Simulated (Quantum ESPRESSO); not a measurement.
# Rh (Fm-3m) in Quantum ESPRESSO: further runs

Aim: see how the results for Rh move with the level of theory and the settings. Levels: LDA, PW86PBE+D3. Tasks: single point, equation of state, real-space fields.

All numbers are computed with Quantum ESPRESSO 7.5; they aren't measurements. Logs are shortened: lines on timing, memory, paths and dates and some standing lists are left out, and cuts for length are marked.

**What was measured.**

From “Thermal equation of state of rhodium characterized by XRD in a resistively heated diamond anvil cell”, 2024, pmc:11535440, for a bulk crystal of Rh: bulk modulus 264 ± 1 GPa.

The results are compared with them further down.

## (1) The structure

The structure is cubic, space group Fm-3m (No. 225). Conventional cell: a = 3.796 Å, b = 3.796 Å, c = 3.796 Å, α = 90.00°, β = 90.00°, γ = 90.00°. Around Rh (site symmetry m-3m) lie 12 Rh at 2.68 Å.

## (2) Single point, LDA, 12.85 Å³/atom

Input file pw.in:

```
&CONTROL
  calculation = 'scf'
  prefix = 'pwscf'
  outdir = './tmp'
  pseudo_dir = './pseudo'
  tprnfor = .true.
  tstress = .true.
  disk_io = 'nowf'
/
&SYSTEM
  ibrav = 0
  nat = 1
  ntyp = 1
  ecutwfc = 88
  nbnd = 15
  occupations = 'smearing'
  smearing = 'mv'
  degauss = 0.00734986
/
&ELECTRONS
  conv_thr = 2d-10
  electron_maxstep = 120
  mixing_beta = 0.5
/
ATOMIC_SPECIES
Rh   102.9055 Rh.upf
CELL_PARAMETERS angstrom
   0.0000000000    1.8591074964    1.8591074964
   1.8591074964    0.0000000000    1.8591074964
   1.8591074964    1.8591074964    0.0000000000
ATOMIC_POSITIONS crystal
Rh     0.0000000000    0.0000000000    0.0000000000
K_POINTS automatic
12 12 12 0 0 0
```

Potentials or basis: PseudoDojo 0.4.1 SR LDA stringent.

Started as:

```bash
$ OMP_NUM_THREADS=1 pw.x -in pw.in > pw.out
```

pw.out:

```text
This program is part of the open-source Quantum ESPRESSO suite
     for quantum simulation of materials; please cite
         "P. Giannozzi et al., J. Phys.:Condens. Matter 21 395502 (2009);
         "P. Giannozzi et al., J. Phys.:Condens. Matter 29 465901 (2017);
         "P. Giannozzi et al., J. Chem. Phys. 152 154105 (2020);
     in publications or presentations arising from this work. More details at

     Message from routine setup:
     using ibrav=0 with symmetry is DISCOURAGED, use correct ibrav instead

     G-vector sticks info
     --------------------
     sticks:   dense  smooth     PW     G-vecs:    dense   smooth      PW
     Sum         595     595    199                 9721     9721    1759

     Using Slab Decomposition

     bravais-lattice index     =            0
     lattice parameter (alat)  =       4.9684  a.u.
     unit-cell volume          =      86.7242 (a.u.)^3
     number of atoms/cell      =            1
     number of atomic types    =            1
     number of electrons       =        17.00
     number of Kohn-Sham states=           15
     kinetic-energy cutoff     =      88.0000  Ry
     charge density cutoff     =     352.0000  Ry
     scf convergence threshold =      2.0E-10
     mixing beta               =       0.5000
     number of iterations used =            8  plain     mixing
     Exchange-correlation= SLA  PW   NOGX NOGC
                           (   1   4   0   0   0   0   0)

     celldm(1)=   4.968421  celldm(2)=   0.000000  celldm(3)=   0.000000
     celldm(4)=   0.000000  celldm(5)=   0.000000  celldm(6)=   0.000000

     crystal axes: (cart. coord. in units of alat)
               a(1) = (   0.000000   0.707107   0.707107 )
               a(2) = (   0.707107   0.000000   0.707107 )
               a(3) = (   0.707107   0.707107   0.000000 )

     reciprocal axes: (cart. coord. in units 2 pi/alat)
               b(1) = ( -0.707107  0.707107  0.707107 )
               b(2) = (  0.707107 -0.707107  0.707107 )
               b(3) = (  0.707107  0.707107 -0.707107 )

     PseudoPot. # 1 for Rh read from file:
     Rh.upf
     Pseudo is Norm-conserving + core correction, Zval = 17.0
     Generated using ONCVPSP code by D. R. Hamann
     Using radial grid of 1530 points,  6 beta functions with:
                l(1) =   0
                l(2) =   0
                l(3) =   1
                l(4) =   1
                l(5) =   2
                l(6) =   2

     atomic species   valence    mass     pseudopotential
     Rh               17.00   102.90550     Rh( 1.00)

     48 Sym. Ops., with inversion, found

   Cartesian axes

     site n.     atom                  positions (alat units)
         1        Rh     tau(   1) = (   0.0000000   0.0000000   0.0000000  )

     number of k points=    72  Marzari-Vanderbilt smearing, width (Ry)=  0.0073
                       cart. coord. in units 2pi/alat
        k(    1) = (   0.0000000   0.0000000   0.0000000), wk =   0.0011574
        k(    2) = (   0.0589256   0.0589256  -0.0589256), wk =   0.0092593
        k(    3) = (   0.1178511   0.1178511  -0.1178511), wk =   0.0092593
        k(    4) = (   0.1767767   0.1767767  -0.1767767), wk =   0.0092593
        k(    5) = (   0.2357023   0.2357023  -0.2357023), wk =   0.0092593
        k(    6) = (   0.2946278   0.2946278  -0.2946278), wk =   0.0092593
[... 64 lines left out ...]
        k(   71) = (  -0.7071068   0.2357023   0.0000000), wk =   0.0138889
        k(   72) = (  -0.7071068   0.3535534   0.0000000), wk =   0.0069444

     Dense  grid:     9721 G-vectors     FFT dimensions: (  30,  30,  30)

     Initial potential from superposition of free atoms

     starting charge      16.9996, renormalised to      17.0000
     Starting wfcs are   10 randomized atomic wfcs +    5 random wfcs

     Self-consistent Calculation

     iteration #  1     ecut=    88.00 Ry     beta= 0.50
     Davidson diagonalization with overlap
     ethr =  1.00E-02,  avg # of iterations =  4.3

     Threshold (ethr) on eigenvalues was too large:
     Diagonalizing with lowered threshold

     Davidson diagonalization with overlap
     ethr =  6.82E-04,  avg # of iterations =  1.1

     total energy              =    -234.61340024 Ry
     estimated scf accuracy    <       0.11613774 Ry
[... 43 lines left out ...]
     iteration #  8     ecut=    88.00 Ry     beta= 0.50
     Davidson diagonalization with overlap
     ethr =  5.75E-12,  avg # of iterations =  1.1

     End of self-consistent calculation

          k = 0.0000 0.0000 0.0000 (  1243 PWs)   bands (ev):

   -54.6032 -22.0293 -22.0293 -22.0293  15.8124  20.9143  20.9143  20.9143
    23.2745  23.2745  40.4811  46.2245  46.2245  46.2245  52.2232

          k = 0.0589 0.0589-0.0589 (  1239 PWs)   bands (ev):
[... 126 lines left out ...]
   -54.5146 -22.4938 -22.2148 -22.0826  18.3139  19.9728  21.2626  21.9970
    22.3246  24.6720  40.8023  42.5154  46.5438  47.0401  50.9260

          k = 0.3536 0.0000 0.0000 (  1198 PWs)   bands (ev):

   -54.5021 -22.4840 -22.2008 -22.2008  18.2253  19.1285  22.2152  22.7203
    22.7203  24.0876  43.2739  43.9224  43.9224  44.8272  51.4341

          k = 0.4125 0.0589-0.0589 (  1224 PWs)   bands (ev):
[... 66 lines left out ...]
   -54.4011 -22.8373 -22.4735 -22.3364  17.8069  18.3554  23.2460  24.2585
    25.1650  30.6203  35.3191  37.3826  39.7070  47.5052  51.9944

          k =-0.7071 0.0000 0.0000 (  1234 PWs)   bands (ev):

   -54.4004 -22.9064 -22.3694 -22.3694  17.3517  17.7388  25.0046  25.4849
    25.4849  27.6656  37.4601  38.0480  38.0480  48.3904  48.7803

          k = 0.2357 0.1179 0.0000 (  1210 PWs)   bands (ev):

   -54.5425 -22.3458 -22.1421 -22.0846  17.5447  20.0070  21.4775  21.7513
    22.5700  23.7977  42.3789  42.7657  46.0524  47.6928  51.6175

          k = 0.2946 0.1768-0.0589 (  1215 PWs)   bands (ev):
[... 16 lines left out ...]
   -54.4378 -22.9032 -22.2802 -22.1920  18.2167  20.2599  21.4318  22.3698
    24.8957  28.3087  33.4560  40.9193  44.0096  45.7516  53.5438

          k = 0.3536 0.1179 0.0000 (  1222 PWs)   bands (ev):

   -54.4952 -22.5371 -22.2310 -22.1714  18.5175  19.2800  21.3390  22.7109
    23.1426  24.5781  41.4602  42.8493  44.7415  45.8847  52.7937

          k = 0.4125 0.1768-0.0589 (  1210 PWs)   bands (ev):
[... 66 lines left out ...]
   -54.4034 -22.7432 -22.5737 -22.3192  18.3856  19.1436  21.7026  23.4571
    25.0060  32.8909  33.6304  37.0706  40.3531  47.4823  53.4583

          k =-0.7071 0.1179-0.0000 (  1204 PWs)   bands (ev):

   -54.4003 -22.8714 -22.4065 -22.3722  17.6339  18.0146  23.9091  24.5853
    25.4859  29.4324  37.0166  37.6695  37.9904  48.8583  49.8096

          k =-0.2357-0.4714 0.7071 (  1216 PWs)   bands (ev):
[... 26 lines left out ...]
   -54.4068 -22.6773 -22.6131 -22.3237  19.0119  20.0131  20.1572  23.0164
    24.9846  32.1443  35.2545  36.8821  39.7639  49.2075  50.9782

          k =-0.7071 0.2357 0.0000 (  1200 PWs)   bands (ev):

   -54.4001 -22.7752 -22.5068 -22.3777  18.3247  18.8271  21.8682  23.6113
    25.4879  32.0039  36.4011  36.4602  37.8204  49.4473  53.0334

          k =-0.7071 0.3536 0.0000 (  1216 PWs)   bands (ev):

   -54.4000 -22.6421 -22.6421 -22.3805  18.7825  20.1342  20.1342  23.0085
    25.4889  34.4685  34.4685  36.1748  37.7273  50.9649  50.9649

     the Fermi energy is    24.4218 ev

!    total energy              =    -234.64386784 Ry
     estimated scf accuracy    <          4.9E-12 Ry
     smearing contrib. (-TS)   =      -0.00008959 Ry
     internal energy E=F+TS    =    -234.64377825 Ry

     The total energy is F=E-TS. E is the sum of the following terms:
     one-electron contribution =     -44.00292168 Ry
     hartree contribution      =      35.69548072 Ry
     xc contribution           =     -37.75845543 Ry
     ewald contribution        =    -188.57788186 Ry

     convergence has been achieved in   8 iterations

     Forces acting on atoms (cartesian axes, Ry/au):

     atom    1 type  1   force =     0.00000000    0.00000000    0.00000000

     Total force =     0.000000     Total SCF correction =     0.000000

     Computing stress (Cartesian axis) and pressure

          total   stress  (Ry/bohr**3)                   (kbar)     P=      101.56
   0.00069042   0.00000000  -0.00000000          101.56        0.00       -0.00
   0.00000000   0.00069042   0.00000000            0.00      101.56        0.00
   0.00000000   0.00000000   0.00069042            0.00        0.00      101.56

=------------------------------------------------------------------------------=
   JOB DONE.
=------------------------------------------------------------------------------=
```

It took 11 s on 1 thread of AMD EPYC 7B13 (Zen 3), shared host; peak memory 0.05 GiB.

What came out:

```
Free energy            : -3192.4925 eV
Pressure               : 10.2 GPa
Band gap on the k mesh : none (metal or under the smearing width)
```

## (3) Single point, LDA, 13.12 Å³/atom

Changes to pw.in since step 2:

```diff
@@ -27,5 +27,5 @@
 CELL_PARAMETERS angstrom
-   0.0000000000    1.8591074964    1.8591074964
-   1.8591074964    0.0000000000    1.8591074964
-   1.8591074964    1.8591074964    0.0000000000
+   0.0000000000    1.8722002341    1.8722002341
+   1.8722002341    0.0000000000    1.8722002341
+   1.8722002341    1.8722002341    0.0000000000
 ATOMIC_POSITIONS crystal
```

Potentials or basis: PseudoDojo 0.4.1 SR LDA stringent.

Started as:

```bash
$ OMP_NUM_THREADS=1 pw.x -in pw.in > pw.out
```

It took 11 s on 1 thread of AMD EPYC 7B13 (Zen 3), shared host; peak memory 0.06 GiB.

The run converged. Its results:

* Free energy: -3192.5036 eV
* Pressure: 2.7 GPa
* Band gap on the k mesh: none (metal or under the smearing width)

## (4) Single point, LDA, 13.40 Å³/atom

Changes to pw.in since step 3:

```diff
@@ -27,5 +27,5 @@
 CELL_PARAMETERS angstrom
-   0.0000000000    1.8722002341    1.8722002341
-   1.8722002341    0.0000000000    1.8722002341
-   1.8722002341    1.8722002341    0.0000000000
+   0.0000000000    1.8851123679    1.8851123679
+   1.8851123679    0.0000000000    1.8851123679
+   1.8851123679    1.8851123679    0.0000000000
 ATOMIC_POSITIONS crystal
```

Started as:

```bash
$ OMP_NUM_THREADS=1 pw.x -in pw.in > pw.out
```

Run time: 13 s. Hardware: 1 thread of AMD EPYC 7B13 (Zen 3), shared host; peak memory 0.06 GiB.

Results (log left out):

```
Free energy            : -3192.5029 eV
Pressure               : -3.8 GPa
Band gap on the k mesh : none (metal or under the smearing width)
```

## (5) Single point, LDA, 13.67 Å³/atom

Changes to pw.in since step 4:

```diff
@@ -27,5 +27,5 @@
 CELL_PARAMETERS angstrom
-   0.0000000000    1.8851123679    1.8851123679
-   1.8851123679    0.0000000000    1.8851123679
-   1.8851123679    1.8851123679    0.0000000000
+   0.0000000000    1.8978500000    1.8978500000
+   1.8978500000    0.0000000000    1.8978500000
+   1.8978500000    1.8978500000    0.0000000000
 ATOMIC_POSITIONS crystal
```

Started as:

```bash
$ OMP_NUM_THREADS=1 pw.x -in pw.in > pw.out
```

It took 13 s on 1 thread of AMD EPYC 7B13 (Zen 3), shared host; peak memory 0.06 GiB.

It converged, with:

- Free energy: -3192.4917 eV
- Pressure: -9.6 GPa
- Band gap on the k mesh: none (metal or under the smearing width)

## (6) Single point, LDA, 13.94 Å³/atom

Changes to pw.in since step 5:

```diff
@@ -27,5 +27,5 @@
 CELL_PARAMETERS angstrom
-   0.0000000000    1.8978500000    1.8978500000
-   1.8978500000    0.0000000000    1.8978500000
-   1.8978500000    1.8978500000    0.0000000000
+   0.0000000000    1.9104189093    1.9104189093
+   1.9104189093    0.0000000000    1.9104189093
+   1.9104189093    1.9104189093    0.0000000000
 ATOMIC_POSITIONS crystal
```

Potentials or basis: PseudoDojo 0.4.1 SR LDA stringent.

Started as:

```bash
$ OMP_NUM_THREADS=1 pw.x -in pw.in > pw.out
```

Wall time 14 s (1 thread of AMD EPYC 7B13 (Zen 3), shared host); peak memory 0.06 GiB.

It converged, with:

- Free energy: -3192.4712 eV
- Pressure: -14.6 GPa
- Band gap on the k mesh: none (metal or under the smearing width)

## (7) Single point, LDA, 14.22 Å³/atom

Changes to pw.in since step 6:

```diff
@@ -27,5 +27,5 @@
 CELL_PARAMETERS angstrom
-   0.0000000000    1.9104189093    1.9104189093
-   1.9104189093    0.0000000000    1.9104189093
-   1.9104189093    1.9104189093    0.0000000000
+   0.0000000000    1.9228245745    1.9228245745
+   1.9228245745    0.0000000000    1.9228245745
+   1.9228245745    1.9228245745    0.0000000000
 ATOMIC_POSITIONS crystal
```

Started as:

```bash
$ OMP_NUM_THREADS=1 pw.x -in pw.in > pw.out
```

It took 14 s on 1 thread of AMD EPYC 7B13 (Zen 3), shared host; peak memory 0.06 GiB.

It converged, with:

* Free energy: -3192.4426 eV
* Pressure: -19.1 GPa
* Band gap on the k mesh: none (metal or under the smearing width)

## (8) Single point, LDA, 14.49 Å³/atom

Changes to pw.in since step 7:

```diff
@@ -27,5 +27,5 @@
 CELL_PARAMETERS angstrom
-   0.0000000000    1.9228245745    1.9228245745
-   1.9228245745    0.0000000000    1.9228245745
-   1.9228245745    1.9228245745    0.0000000000
+   0.0000000000    1.9350721950    1.9350721950
+   1.9350721950    0.0000000000    1.9350721950
+   1.9350721950    1.9350721950    0.0000000000
 ATOMIC_POSITIONS crystal
```

Started as:

```bash
$ OMP_NUM_THREADS=1 pw.x -in pw.in > pw.out
```

It took 14 s on 1 thread of AMD EPYC 7B13 (Zen 3), shared host; peak memory 0.06 GiB.

Results (log left out):

- Free energy: -3192.4069 eV
- Pressure: -23.0 GPa
- Band gap on the k mesh: none (metal or under the smearing width)

## (9) Equation of state, LDA

Potentials or basis: PseudoDojo 0.4.1 SR LDA stringent.

This step only gathers the single runs of the series.

What came out:

```
Equilibrium volume                      : 13.24 Å³/atom
Bulk modulus                            : 319 GPa
Pressure derivative of the bulk modulus : 5.1
```

Energy against volume, from the lowest point:
| volume (Å³/atom) | energy (meV/atom) |
| --- | --- |
| 12.851 | 11.17 |
| 13.125 | 0.00 |
| 13.398 | 0.74 |
| 13.671 | 11.96 |
| 13.945 | 32.42 |
| 14.218 | 61.01 |
| 14.492 | 96.76 |

LDA usually gives volumes a few per cent too small.

[end of part 1 of 2]
